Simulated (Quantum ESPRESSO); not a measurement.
## CuAu: zone-centre phonons under several settings

```
Au Cu
1.0
     2.81075    0.00000    0.00000
     0.00000    2.81075    0.00000
     0.00000    0.00000    3.68500
Au Cu
1 1
Direct
  0.00000 0.00000 0.00000
  0.50000 0.50000 0.50000
```

All runs used Quantum ESPRESSO 7.5; potentials Ansatz NC SR PBE; k mesh 6 × 6 × 5; relaxed cell; no spin polarisation; cutoff 1252 eV; occupations cold, width 0.2 eV.

```tsv
level	volume (Å³/atom)	pressure (GPa)	lowest optical mode without the field (cm⁻¹)	highest optical mode without the field (cm⁻¹)
PBE	?	1.2	?	?
AM05	14.16	0.0	147	204
RPBE	15.36	1.0	160	177
vdW-DF-cx	14.17	0.7	195	203
```

Problem. What stands in the row left open?

Solution. Volume 14.81 Å³/atom; lowest optical mode without the field 176 cm⁻¹; highest optical mode without the field 183 cm⁻¹.

Caveats: all runs use coarse meshes; the mesh is thin for the phonons of a metal; the potentials were made for another functional, which shifts forces and pressure (some runs); before the sum rule the acoustic modes lie tens of cm⁻¹ from zero, a sign that the density grid also shifts the optical modes (some runs).

For the row left open. Caveat: the k mesh is coarse (spacing up to 0.37 Å⁻¹), so the values aren't converged; the mesh is thin for the phonons of a metal.
